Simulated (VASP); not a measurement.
## VASP 6.6.1 run: SrO

INCAR

```
ISYM = 1
LWAVE = .FALSE.
ISMEAR = -1
LCHARG = .FALSE.
ENCUT = 520
LASPH = .TRUE.
LREAL = .FALSE.
EDIFF = 1E-7
SIGMA = 0.02
ISIF = 2
IBRION = -1
GGA = PE
NBANDS = 24
NELM = 91
NELECT = 32.5
NSW = 0
PREC = Medium
```

KPOINTS

```
KPOINTS created by Atomic Simulation Environment
0
Gamma
12 12 4
0 0 0
```

POSCAR

```
Sr O
 1.0000000000000000
     3.5471277480365542    0.0000000000000000    0.0000000000000000
    -1.7735638740182771    3.0719027402683432    0.0000000000000000
     0.0000000000000000    0.0000000000000000    6.1257710860000003
 Sr  O
   2   2
Cartesian
 -0.0000000000000001  2.0479351601788958  1.5314427715000001
  1.7735638740182771  1.0239675800894477  4.5943283145000002
  0.0000000000000000  0.0000000000000000  0.0000000000000000
  0.0000000000000000  0.0000000000000000  3.0628855430000002
```

The recommended PBE PAW datasets give the neutral cell 32 valence electrons.

Command

```
mpirun -np 1 vasp_std
```

OSZICAR

```
N       E                     dE             d eps       ncg     rms          rms(c)
DAV:   1     0.178636340492E+03    0.17864E+03   -0.16498E+04  2736   0.129E+03
DAV:   2    -0.150152650932E+02   -0.19365E+03   -0.18313E+03  3888   0.289E+02
DAV:   3    -0.253333886592E+02   -0.10318E+02   -0.10193E+02  4184   0.588E+01
DAV:   4    -0.255835420825E+02   -0.25015E+00   -0.25004E+00  3688   0.729E+00
DAV:   5    -0.255855480274E+02   -0.20059E-02   -0.20059E-02  3744   0.725E-01    0.255E+01
DAV:   6    -0.211595785385E+02    0.44260E+01   -0.20109E+01  2984   0.250E+01    0.299E+01
DAV:   7    -0.210142886714E+02    0.14529E+00   -0.15354E+00  3960   0.671E+00    0.201E+01
DAV:   8    -0.209307370471E+02    0.83552E-01   -0.74966E-01  2832   0.551E+00    0.233E+00
DAV:   9    -0.209054375131E+02    0.25300E-01   -0.82411E-02  3768   0.194E+00    0.567E-01
DAV:  10    -0.209067449829E+02   -0.13075E-02   -0.81663E-03  3432   0.499E-01    0.213E-01
DAV:  11    -0.209067786681E+02   -0.33685E-04   -0.97519E-04  4080   0.172E-01    0.280E-02
DAV:  12    -0.209068128588E+02   -0.34191E-04   -0.13457E-04  3568   0.592E-02    0.394E-02
DAV:  13    -0.209068041091E+02    0.87497E-05   -0.22824E-05  3640   0.298E-02    0.145E-02
DAV:  14    -0.209068042954E+02   -0.18627E-06   -0.49258E-06  3560   0.136E-02    0.429E-03
DAV:  15    -0.209068040747E+02    0.22075E-06   -0.41413E-07  3208   0.432E-03    0.915E-04
DAV:  16    -0.209068039630E+02    0.11169E-06   -0.29831E-08  1808   0.116E-03    0.363E-04
DAV:  17    -0.209068039381E+02    0.24895E-07   -0.26887E-09  1784   0.377E-04
   1 F= -.20906804E+02 E0= -.20904991E+02  d E =-.362521E-02
```

From OUTCAR

```
k-points           NKPTS =     57   k-points in BZ     NKDIM =     57   number of bands    NBANDS=     24

   NELECT =      32.5000    total number of electrons

   dimension x,y,z NGX =    20 NGY =   20 NGZ =   36
   dimension x,y,z NGXF=    28 NGYF=   28 NGZF=   50

  energy-cutoff  :      520.00
  volume of cell :       66.75
      direct lattice vectors                 reciprocal lattice vectors
     3.547127748  0.000000000  0.000000000     0.281918237  0.162765570  0.000000000
    -1.773563874  3.071902740  0.000000000     0.000000000  0.325531140  0.000000000
     0.000000000  0.000000000  6.125771086     0.000000000  0.000000000  0.163244755

 k-points in reciprocal lattice and weights: KPOINTS created by Atomic Simulation Env
   0.00000000  0.00000000  0.00000000       0.002
   0.08333333 -0.00000000  0.00000000       0.010
   0.16666667  0.00000000  0.00000000       0.010
   0.25000000 -0.00000000  0.00000000       0.010
   0.33333333 -0.00000000  0.00000000       0.010
   0.41666667 -0.00000000  0.00000000       0.010
   0.50000000 -0.00000000  0.00000000       0.005
   0.08333333  0.08333333  0.00000000       0.010
   ...

 E-fermi :   5.6360

 k-point     1 :       0.0000    0.0000    0.0000
  band No.  band energies     occupation
      1     -30.6357      2.00000
      2     -30.5100      2.00000
      3     -15.0142      2.00000
      4     -13.5179      2.00000
      5     -12.2903      2.00000
      6     -12.2863      2.00000
      7     -12.2863      2.00000
      8     -12.2255      2.00000
      9     -12.2255      2.00000
     10     -10.8987      2.00000
     11      -0.7055      2.00000
     12       0.9982      2.00000
     13       0.9983      2.00000
     14       1.2549      2.00000
     15       1.2550      2.00000
     16       2.1371      2.00000
     17       5.0935      2.00000
     18       7.0318      0.00000
     19       7.3394      0.00000
     20       8.3983      0.00000
     21       8.3983      0.00000
     22       9.5051      0.00000
     23       9.5051      0.00000
     24      10.5703      0.00000

 k-point     2 :       0.0833   -0.0000    0.0000
  band No.  band energies     occupation
      1     -30.6259      2.00000
      2     -30.5042      2.00000
      3     -14.9591      2.00000
      4     -13.6691      2.00000
      5     -12.3572      2.00000
      6     -12.3152      2.00000
      7     -12.2917      2.00000
      8     -12.2276      2.00000
      9     -12.1035      2.00000
     10     -10.9684      2.00000
     11      -0.6030      2.00000
     12       0.8348      2.00000
     13       1.0379      2.00000
     14       1.2040      2.00000
     15       1.2279      2.00000
     16       2.0925      2.00000
     17       5.4215      1.99996
     18       6.5935      0.00000
     19       7.4840      0.00000
     20       8.5742      0.00000
     21       8.9591      0.00000
     22       9.5779      0.00000
     23       9.6288      0.00000
     24      10.3856      0.00000

 ...

  Total        4.7247864      4.7247864      5.0822060      0.0000000      0.0000000      0.0000000
  in kB      113.4090492    113.4090492    121.9881902      0.0000000      0.0000000      0.0000000
  external PRESSURE =     116.2687629 kB  Pullay stress =       0.0000000 kB

 POSITION                                       TOTAL-FORCE (eV/Angst)
 -----------------------------------------------------------------------------------
      0.00000      2.04794      1.53144         0.000000     -0.000000     -0.000000
      1.77356      1.02397      4.59433        -0.000000      0.000000     -0.000000
      0.00000      0.00000      0.00000        -0.000000      0.000000      0.000000
      0.00000      0.00000      3.06289        -0.000000      0.000000      0.000000
 -----------------------------------------------------------------------------------
    total drift:                                0.000000     -0.000000      0.000000

  FREE ENERGIE OF THE ION-ELECTRON SYSTEM (eV)
  ---------------------------------------------------
  free  energy   TOTEN  =       -20.9068039381 eV

  energy  without entropy=      -20.9031787290  energy(sigma->0) =      -20.90499133
```

It converged. Results: pressure 11.6 GPa.

The cell is charged and sits in a uniform background.

For comparison, a separate PBE run of the intended cell, on usual settings and not on those above, gives a gap of 3.01 eV on its mesh and a pressure of 3.9 GPa.

The run above took about 41 s on one core of a shared host (Intel Xeon Platinum 8488C) and held 0.18 GiB at most.
